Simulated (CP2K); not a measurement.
Runs of CP2K 2026.2 on C. It takes space group C2/m (No. 12, monoclinic). Conventional cell: a = 4.255 Å, b = 2.457 Å, c = 3.765 Å, α = 90.00°, β = 111.49°, γ = 90.00°. C (site symmetry m) has 3 C at 1.42 Å as nearest neighbours. This is a stacking variant of graphite.

```csv
level,potentials or basis,smearing,EPS_DEFAULT,NGRIDS,potentials,points a segment of the path (NPOINTS),bands added on the path,gap on the mesh (eV),pressure (GPa)
LDA,GTH_POTENTIALS C GTH-PADE-q4; TZVP-MOLOPT-PBE-GTH basis,fermi-dirac 0.0259 eV,1.0E-9,4,C GTH-PADE-q4 of GTH_POTENTIALS,8,6,(b),-3.5
PBE,POTENTIAL_UZH C GTH-PBE-q4; TZVP-MOLOPT-PBE-GTH basis,fermi-dirac 0.05 eV,1.0E-9,4,C GTH-PBE-q4 of POTENTIAL_UZH,6,2,-,4.9
TB-mBJ,POTENTIAL_UZH C GTH-PBE-q4; TZVP-MOLOPT-PBE-GTH basis,fermi-dirac 0.01 eV,1.0E-9,5,C GTH-PBE-q4 of POTENTIAL_UZH,8,4,(a),-
PBEsol,POTENTIAL_UZH C GTH-PBE-q4; TZVP-MOLOPT-PBE-GTH basis,fermi-dirac 0.01 eV,1.0E-10,5,C GTH-PBE-q4 of POTENTIAL_UZH,10,4,-,3.9
```

Alike in all rows: task band structure; no spin polarisation; cell as given; k mesh 13 × 13 × 8.

Problem. Estimate the missing entries.

Solution. (a) 0.94; (b) 0.91.

Caveats: the basis of atomic orbitals isn't converged, which shifts pressures, moduli and gaps; the mesh misses the band edges, which the band path finds closer together (some runs); this functional lacks dispersion, which binds the layers, so the pressure and a relaxed spacing across them are unreliable (some runs); the potentials were made for another functional, which shifts forces and pressure (some runs); this is a model potential without an energy functional, so only levels have meaning (some runs).
